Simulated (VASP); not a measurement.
# Si in VASP: further runs, part 2 of 3

VASP 6.6.1. Earlier steps stand in the parts before.

### 3 Work function, HSE06

Input file POSCAR:

```
Si                                      
1.0
    7.7337965900      0.0000000000      0.0000000000
    0.0000000000      3.8668983000      0.0000000000
    0.0000000000      0.0000000000     24.1700850000
  Si            
    16
Direct
     0.8595047931690510    0.0000000067823146    0.3296963941615663
     0.5798161203462472    0.0000000008123453    0.2969521839328105
     0.5277964933435879    0.5000000012920343    0.3534851547417860
     0.9980334171245244    0.5000000064975878    0.3614332505549703
     0.2715115348449512    0.5000000043780002    0.4086999491589246
     0.7456452678451488    0.5000000050815966    0.4218229718874737
     0.7550041463131067    0.0000000038333205    0.4772048248499973
     0.2702059546456442    0.0000000042396282    0.4667500455907682
     0.5034379318957095    0.0000000068966325    0.5331250078098696
     0.0214241584535582    0.9999999886943520    0.5233370947778897
     0.0108090174964666    0.4999999881370756    0.5785455050347446
     0.5088600004775504    0.5000000061159364    0.5910130436335685
     0.7765527123706645    0.4999999939007659    0.6417910909027639
     0.2482922200583227    0.4999999945369361    0.6441974893026184
     0.1044322899334759    0.9999999943899719    0.6725928073023406
     0.8186739416819926    0.9999999944115013    0.6993531863579086
```

Input file INCAR.step1:

```
SYSTEM = Si
  PREC = Accurate
  ENCUT = 520
  EDIFF = 1E-5
  ISMEAR = 0
  SIGMA = 0.03
  LREAL = .False.
  LASPH = .True.
  NELM = 60
  ALGO = Normal
  ISIF = 2
  LWAVE = .True.
  LDIPOL = .True.
  IDIPOL = 3
  DIPOL = 0.5 0.5 0.500
  GGA = PE
  KPAR = 4
```

Input file INCAR.step2:

```
SYSTEM = Si
  PREC = Accurate
  ENCUT = 520
  EDIFF = 1E-6
  ISMEAR = 0
  SIGMA = 0.03
  LREAL = .False.
  LASPH = .True.
  NELM = 60
  ALGO = Normal
  ISIF = 2
  LWAVE = .False.
  LCHARG = .True.
  LDIPOL = .True.
  IDIPOL = 3
  DIPOL = 0.5 0.5 0.500
  GGA = PE
  LHFCALC = .True.
  HFSCREEN = 0.2
  PRECFOCK = Fast
  LVHAR = .True.
  LVACPOTAV = .True.
  ISTART = 1
  KPAR = 4
```

Input file KPOINTS:

```
Automatic mesh
0
Gamma
  3 5 1
  0 0 0
```

Potentials or basis: VASP PAW PBE potentials, release 64 (Si).

Command:

```bash
> cat potpaw_PBE.64/Si/POTCAR > POTCAR
> cp INCAR.step1 INCAR
> mpirun -np 8 vasp_std > vasp.out
> cp INCAR.step2 INCAR
> mpirun -np 8 vasp_std > vasp.out
```

OUTCAR:

```text
SYSTEM = Si
   PREC = Accurate
   ENCUT = 520
   EDIFF = 1E-6
   ISMEAR = 0
   LREAL = .False.
   LASPH = .True.
   NELM = 60
   ISIF = 2
   GGA = PE
   LHFCALC = .True.
   HFSCREEN = 0.2
   PRECFOCK = Fast
   ISTART = 1

 ion  position               nearest neighbor table
   1  0.860  0.000  0.330-   2 2.30   4 2.34   4 2.34   6 3.08   6 3.08
   2  0.580  0.000  0.297-   1 2.30   3 2.40   3 2.40
   3  0.528  0.500  0.353-   6 2.36   5 2.39   2 2.40   2 2.40
   4  0.998  0.500  0.361-   1 2.34   1 2.34   5 2.40   6 2.44
   5  0.272  0.500  0.409-   8 2.39   8 2.39   3 2.39   4 2.40
   6  0.746  0.500  0.422-   7 2.35   7 2.35   3 2.36   4 2.44   1 3.08   1 3.08
   7  0.755  0.000  0.477-  10 2.34   6 2.35   6 2.35   9 2.37
   8  0.270  0.000  0.467-  10 2.36   5 2.39   5 2.39   9 2.41
   9  0.503  0.000  0.533-   7 2.37  12 2.39  12 2.39   8 2.41
  10  0.021  1.000  0.523-   7 2.34  11 2.35  11 2.35   8 2.36
  11  0.011  0.500  0.579-  10 2.35  10 2.35  13 2.37  14 2.43  15 3.07  15 3.07
  12  0.509  0.500  0.591-   9 2.39   9 2.39  14 2.39  13 2.41
  13  0.777  0.500  0.642-  11 2.37  16 2.40  16 2.40  12 2.41
  14  0.248  0.500  0.644-  15 2.33  15 2.33  12 2.39  11 2.43
  15  0.104  1.000  0.673-  16 2.30  14 2.33  14 2.33  11 3.07  11 3.07
  16  0.819  1.000  0.699-  15 2.30  13 2.40  13 2.40

  LATTYP: Found a simple orthorhombic cell.
 ALAT       =     3.8668983000
 B/A-ratio  =     1.9999999974
 C/A-ratio  =     6.2505096139

  Lattice vectors:

 A1 = (   0.0000000000,  -3.8668983000,   0.0000000000)
 A2 = (   7.7337965900,   0.0000000000,   0.0000000000)
 A3 = (   0.0000000000,   0.0000000000,  24.1700850000)

Analysis of symmetry for initial positions (statically):
=====================================================================
 Subroutine PRICEL returns:
 Original cell was already a primitive cell.

 Routine SETGRP: Setting up the symmetry group for a
 simple orthorhombic supercell.

 Subroutine GETGRP returns: Found  2 space group operations
 (whereof  2 operations were pure point group operations)
 out of a pool of  8 trial point group operations.

The static configuration has the point symmetry C_1h.

Analysis of symmetry for dynamics (positions and initial velocities):
=====================================================================
 Subroutine PRICEL returns:
 Original cell was already a primitive cell.

 Routine SETGRP: Setting up the symmetry group for a
 simple orthorhombic supercell.

 Subroutine GETGRP returns: Found  2 space group operations
 (whereof  2 operations were pure point group operations)
 out of a pool of  8 trial point group operations.

The dynamic configuration has the point symmetry C_1h.

 Subroutine INISYM returns: Found  2 space group operations
 (whereof  2 operations are pure point group operations),
 and found     1 'primitive' translations

----------------------------------------------------------------------------------------

                                     Primitive cell

  volume of cell :     722.8258

  direct lattice vectors                    reciprocal lattice vectors
[... 85 lines left out ...]
   NGXF,Y,Z  is equivalent  to a cutoff of  25.80, 25.80, 24.76 a.u.
 SYSTEM =  Si
   PREC   = accura    normal or accurate (medium, high low for compatibility)
   ISTART =      1    job   : 0-new  1-cont  2-samecut
   ICHARG =      0    charge: 1-file 2-atom 10-const
   ISPIN  =      1    spin polarized calculation?
   LNONCOLLINEAR =      F non collinear calculations
   LSORBIT =      F    spin-orbit coupling
   LASPH  =      T    aspherical Exc in radial PAW
   ENCUT  =  520.0 eV  38.22 Ry    6.18 a.u.  14.38  7.19 44.94*2*pi/ulx,y,z
   NELM   =     60;   NELMIN=  2; NELMDL=  0     # of ELM steps
   EDIFF  = 0.1E-05   stopping-criterion for ELM
   LREAL  =      F    real-space projection
   EDIFFG = 0.1E-04   stopping-criterion for IOM
   NSW    =      0    number of steps for IOM
   IBRION =     -1    ionic relax: 0-MD 1-quasi-New 2-CG
   NFREE  =      0    steps in history (QN), initial steepest desc. (CG)
   ISIF   =      2    stress and relaxation
   ISYM   =      3    0-nonsym 1-usesym 2-fastsym
   POTIM  = 0.5000    time-step for ionic-motion
   TEBEG  =    0.0;   TEEND  =   0.0 temperature during run
   PSTRESS=    0.0 pullay stress
   NELECT =      64.0000    total number of electrons
   NUPDOWN=      -1.0000    fix difference up-down
   EMIN   =  10.00;   EMAX   =-10.00  energy-range for DOS
   EFERMI =   0.00;   METHOD = LEGACY
   ISMEAR =     0;   SIGMA  =   0.03  broadening in eV -4-tet -1-fermi 0-gaus
   EFERMI_NEDOS =   21; number of points for ismear=-14 and -15
   IALGO  =     38    algorithm
   IMIX   =      1    mixing-type and parameters
     AMIX     =   0.40;   BMIX     =  1.00
     AMIX_MAG =   1.60;   BMIX_MAG =  1.00
  volume/ion in A,a.u.               =      45.18       304.87
  Fermi-wavevector in a.u.,A,eV,Ry     =   0.729665  1.378867  7.243894  0.532411
  Thomas-Fermi vector in A             =   1.821443
   LORBIT       =      0    0 simple, 1 ext, 2 COOP (PROOUT), +10 PAW based schemes
   GGA     = PE    functional components
   LHFCALC =     T    Hartree Fock is set to
   PRECFOCK=fast      Normal, Fast or Accurate (Low or Medium for compatibility)
   ENCUT4O =  -1.0   cutoff for four orbital integrals eV
   NKREDX  =     1    reduce k-point grid by
   NKREDY  =     1    reduce k-point grid by
   NKREDZ  =     1    reduce k-point grid by
   AEXX    =    0.2500 exact exchange contribution
   HFSCREEN=    0.2000 screening length (either q_TF or 0.3 A-1)
   HFSCREENC=   0.2000 screening length for correlation (either q_TF or 0.3 A-1)
   ENCUTFOCK=  -1.0 apply spherical cutoff to Coloumb kernel
   IVDW    =     0    specifies the selected vdW correction
   LEPSILON=     F    determine dielectric tensor
   LRPA    =     F    only Hartree local field effects (RPA)
 non-spin polarized calculation
 Gauss-broadening in eV      SIGMA  =   0.03
  energy-cutoff  :      520.00
  volume of cell :      722.83
 maximum number of plane-waves:     19500
 NGX is ok and might be reduce to    60
  NGX = 32; NGY = 16; NGZ =100

 number of electron      63.9999999 magnetization

 dipolmoment           0.000000      0.000000     -0.001686 electrons x Angstroem

 Free energy of the ion-electron system (eV)
  ---------------------------------------------------
  ext. energy  EPLUGINS =         0.00000000
  ---------------------------------------------------
  free energy    TOTEN  =       -95.12512583 eV

  energy without entropy =      -95.12512583  energy(sigma->0) =      -95.12512583

 E-fermi :  -0.4110     XC(G=0):  -4.0401

 val. band max:       -0.5656473124   @ k =   0.0000   0.0000   0.0000
 cond. band min:       0.3732462523   @ k =   0.0000   0.4000   0.0000
 fundamental gap:      0.9388935646
 Fermi energy:        -0.4109980735

 k-point     1 :       0.0000    0.0000    0.0000
  band No.  band energies     occupation
      1     -13.6978      2.00000
      2     -13.2782      2.00000
      3     -12.1205      2.00000
      4     -11.4146      2.00000
      5     -11.2844      2.00000
      6     -10.6408      2.00000
[... 259 lines left out ...]
     41       2.9924      0.00000
     42       3.3690      0.00000

------------------------ aborting loop because EDIFF is reached ----------------------------------------

  FORCE on cell =-STRESS in cart. coord.  units (eV):
  Direction    XX          YY          ZZ          XY          YZ          ZX
  --------------------------------------------------------------------------------------
  -------------------------------------------------------------------------------------
  Total       -8.8380778     -2.4646788     -3.1705246      0.0000000      0.0000000     -0.1120654
  in kB      -19.5900131     -5.4630759     -7.0276163      0.0000000      0.0000000     -0.2483981
  external PRESSURE =     -10.6935685 kB  Pullay stress =       0.0000000 kB

 VOLUME and BASIS-vectors are now :
 -----------------------------------------------------------------------------
  energy-cutoff  :      520.00
  volume of cell :      722.83
      direct lattice vectors                 reciprocal lattice vectors
     7.733796590  0.000000000  0.000000000     0.129302599  0.000000000  0.000000000
     0.000000000  3.866898300  0.000000000     0.000000000  0.258605198  0.000000000
     0.000000000  0.000000000 24.170085000     0.000000000  0.000000000  0.041373458

 POSITION                                       TOTAL-FORCE (eV/Angst)
 -----------------------------------------------------------------------------------
      6.64724      0.00000      7.96879        -0.034916      0.000000      0.011044
      4.48418      0.00000      7.17736         0.155730      0.000000      0.229905
      4.08187      1.93345      8.54377         0.064095      0.000000      0.055402
      7.71859      1.93345      8.73587        -0.139296      0.000000      0.049975
      2.09981      1.93345      9.87831         0.012881      0.000000      0.020481
      5.76667      1.93345     10.19550        -0.022199      0.000000      0.006513
[... 8 lines left out ...]
      0.80766      3.86690     16.25663        -0.042436      0.000000     -0.012730
      6.33146      3.86690     16.90343         0.176920      0.000000     -0.217840
 -----------------------------------------------------------------------------------
    total drift:                                0.000038     -0.000000     -0.000020

  FREE ENERGIE OF THE ION-ELECTRON SYSTEM (eV)
  ---------------------------------------------------
  free  energy   TOTEN  =       -95.1251258288 eV

  energy  without entropy=      -95.1251258288  energy(sigma->0) =      -95.12512583

 vacuum level on the upper side and lower side of the slab         4.824         4.834
```

It took 18 min on 8 MPI ranks of Intel Xeon 6975P-C (Granite Rapids), shared host; peak memory 0.69 GiB.

Results:

| Quantity | Value |
| --- | --- |
| Free energy | -95.1251 eV |
| Largest force | 0.281 eV/Å |
| Band gap on the k mesh | 0.94 eV, indirect (least direct gap 1.06 eV) |
| Ionisation potential of the upper face | 5.39 eV |

Forces on the atoms (eV/Å):
```
Si  -0.035  0.000  0.011
Si   0.156  0.000  0.230
Si   0.064  0.000  0.055
Si  -0.139  0.000  0.050
Si   0.013  0.000  0.020
Si  -0.022  0.000  0.007
Si   0.012  0.000 -0.026
Si  -0.031  0.000  0.009
Si   0.027  0.000 -0.011
Si  -0.047  0.000  0.018
Si  -0.019  0.000  0.001
Si   0.003  0.000 -0.018
Si   0.041  0.000 -0.027
Si  -0.157  0.000 -0.088
Si  -0.042  0.000 -0.013
Si   0.177  0.000 -0.218
```

Caveat: the PAW data sets were made with another functional, which shifts forces and pressure a little.

### 4 Work function, PBE

Input file INCAR:

```
SYSTEM = Si
  PREC = Accurate
  ENCUT = 520
  EDIFF = 1E-6
  ISMEAR = 0
  SIGMA = 0.03
  LREAL = .False.
  LASPH = .True.
  NELM = 60
  ALGO = Fast
  ISIF = 2
  LWAVE = .False.
  LCHARG = .True.
  LDIPOL = .True.
  IDIPOL = 3
  DIPOL = 0.5 0.5 0.500
  GGA = PE
  LVHAR = .True.
  LVACPOTAV = .True.
  KPAR = 8
```

Input file KPOINTS:

```
Automatic mesh
0
Gamma
  6 11 1
  0 0 0
```

POSCAR is that of step 3.

Potentials or basis: VASP PAW PBE potentials, release 64 (Si).

Command:

```bash
> cat potpaw_PBE.64/Si/POTCAR > POTCAR
> mpirun -np 8 vasp_std > vasp.out
```

OUTCAR:

```text
SYSTEM = Si
   PREC = Accurate
   ENCUT = 520
   EDIFF = 1E-6
   ISMEAR = 0
   LREAL = .False.
   LASPH = .True.
   NELM = 60
   ISIF = 2
   GGA = PE

 ion  position               nearest neighbor table
   1  0.860  0.000  0.330-   2 2.30   4 2.34   4 2.34   6 3.08   6 3.08
   2  0.580  0.000  0.297-   1 2.30   3 2.40   3 2.40
   3  0.528  0.500  0.353-   6 2.36   5 2.39   2 2.40   2 2.40
   4  0.998  0.500  0.361-   1 2.34   1 2.34   5 2.40   6 2.44
   5  0.272  0.500  0.409-   8 2.39   8 2.39   3 2.39   4 2.40
   6  0.746  0.500  0.422-   7 2.35   7 2.35   3 2.36   4 2.44   1 3.08   1 3.08
   7  0.755  0.000  0.477-  10 2.34   6 2.35   6 2.35   9 2.37
   8  0.270  0.000  0.467-  10 2.36   5 2.39   5 2.39   9 2.41
   9  0.503  0.000  0.533-   7 2.37  12 2.39  12 2.39   8 2.41
  10  0.021  1.000  0.523-   7 2.34  11 2.35  11 2.35   8 2.36
  11  0.011  0.500  0.579-  10 2.35  10 2.35  13 2.37  14 2.43  15 3.07  15 3.07
  12  0.509  0.500  0.591-   9 2.39   9 2.39  14 2.39  13 2.41
  13  0.777  0.500  0.642-  11 2.37  16 2.40  16 2.40  12 2.41
  14  0.248  0.500  0.644-  15 2.33  15 2.33  12 2.39  11 2.43
[... 230 lines left out ...]
  band No.  band energies     occupation
      1     -11.9866      2.00000
      2     -11.6089      2.00000
      3     -10.5677      2.00000
      4      -9.9386      2.00000
      5      -9.8196      2.00000
      6      -9.2456      2.00000
[... 1045 lines left out ...]
     40       2.2829      0.00000
     41       2.3284      0.00000

------------------------ aborting loop because EDIFF is reached ----------------------------------------

  FORCE on cell =-STRESS in cart. coord.  units (eV):
  Direction    XX          YY          ZZ          XY          YZ          ZX
  --------------------------------------------------------------------------------------
  -------------------------------------------------------------------------------------
  Total       -4.5544335      0.7695611      0.1820271      0.0000000      0.0000000     -0.1103488
  in kB      -10.0951151      1.7057682      0.4034717      0.0000000      0.0000000     -0.2445932
  external PRESSURE =      -2.6619584 kB  Pullay stress =       0.0000000 kB

 VOLUME and BASIS-vectors are now :
 -----------------------------------------------------------------------------
  energy-cutoff  :      520.00
  volume of cell :      722.83
      direct lattice vectors                 reciprocal lattice vectors
     7.733796590  0.000000000  0.000000000     0.129302599  0.000000000  0.000000000
     0.000000000  3.866898300  0.000000000     0.000000000  0.258605198  0.000000000
     0.000000000  0.000000000 24.170085000     0.000000000  0.000000000  0.041373458

 POSITION                                       TOTAL-FORCE (eV/Angst)
 -----------------------------------------------------------------------------------
      6.64724      0.00000      7.96879        -0.006794      0.000000     -0.016198
      4.48418      0.00000      7.17736         0.004205      0.000000     -0.011899
      4.08187      1.93345      8.54377         0.004923      0.000000      0.002977
      7.71859      1.93345      8.73587         0.012462      0.000000      0.003788
      2.09981      1.93345      9.87831         0.010276      0.000000     -0.003663
      5.76667      1.93345     10.19550        -0.004213      0.000000     -0.000776
[... 8 lines left out ...]
      0.80766      3.86690     16.25663        -0.005771      0.000000      0.017313
      6.33146      3.86690     16.90343         0.003526      0.000000      0.015069
 -----------------------------------------------------------------------------------
    total drift:                                0.000121     -0.000000     -0.000043

  FREE ENERGIE OF THE ION-ELECTRON SYSTEM (eV)
  ---------------------------------------------------
  free  energy   TOTEN  =       -82.0095763045 eV

  energy  without entropy=      -82.0095763045  energy(sigma->0) =      -82.00957630

 vacuum level on the upper side and lower side of the slab         4.816         4.814
```

OSZICAR:

```text
N       E                     dE             d eps       ncg     rms          rms(c)
DAV:   1     0.314764687458E+03    0.31476E+03   -0.21233E+04  1968   0.116E+03
DAV:   2    -0.533931578506E+02   -0.36816E+03   -0.35550E+03  2682   0.198E+02
DAV:   3    -0.828817532507E+02   -0.29489E+02   -0.28930E+02  2352   0.560E+01
[... 21 lines left out ...]
RMM:  25    -0.820095689835E+02   -0.85161E-05   -0.28419E-06  1543   0.418E-03    0.752E-03
RMM:  26    -0.820095725782E+02   -0.35948E-05   -0.74343E-07  1317   0.271E-03    0.686E-04
RMM:  27    -0.820095746874E+02   -0.21092E-05   -0.18120E-07   930   0.133E-03    0.838E-04
RMM:  28    -0.820095760535E+02   -0.13661E-05   -0.79366E-08   542   0.929E-04    0.439E-04
RMM:  29    -0.820095763045E+02   -0.25102E-06   -0.25548E-08   439   0.910E-04
   1 F= -.82009576E+02 E0= -.82009576E+02  d E =-.141480E-13
```

stdout:

```text
POSCAR found type information on POSCAR Si
 POSCAR found :  1 types and      16 ions
 scaLAPACK will be used
 -----------------------------------------------------------------------------
|                                                                             |
[... 34 lines left out ...]
|     field-free region was found. Please increase the size of  your cell     |
|     in the dimension of the dipole correction to obtain accurate            |
|     workfunction values.                                                    |
|                                                                             |
 -----------------------------------------------------------------------------
```

Wall time 3.8 min (8 MPI ranks of Intel Xeon 6975P-C (Granite Rapids), shared host); peak memory 0.94 GiB.

What came out:

```yaml
Free_energy: -82.0096 eV
Largest_force: 0.018 eV/Å
Band_gap_on_the_k_mesh: 0.36 eV, indirect (least direct gap 0.65 eV)
Ionisation_potential_of_the_upper_face: 5.03 eV
```

Forces in eV/Å, atoms in the order of the input:
```
Si  -0.007  0.000 -0.016
Si   0.004  0.000 -0.012
Si   0.005  0.000  0.003
Si   0.012  0.000  0.004
Si   0.010  0.000 -0.004
Si  -0.004  0.000 -0.001
Si   0.003  0.000  0.010
Si  -0.006  0.000 -0.001
Si   0.000  0.000 -0.003
Si   0.003  0.000 -0.006
Si  -0.008  0.000  0.003
Si  -0.006  0.000  0.001
Si  -0.005  0.000 -0.008
Si   0.001  0.000 -0.002
Si  -0.006  0.000  0.017
Si   0.004  0.000  0.015
```

Levels at points of the mesh, in eV from the valence-band top:
```
           k point  band 28  band 29  band 30  band 31  band 32  band 33  band 34  band 35  band 36  band 37
(0.00, 0.00, 0.00)    -0.66    -0.63    -0.48    -0.41    -0.10     0.57     0.60     0.95     1.24     1.67
(0.50, 0.00, 0.00)    -0.68    -0.33    -0.30    -0.25    -0.17     0.47     0.79     1.65     1.76     2.00
```

(Part 2 of 3 ends here.)
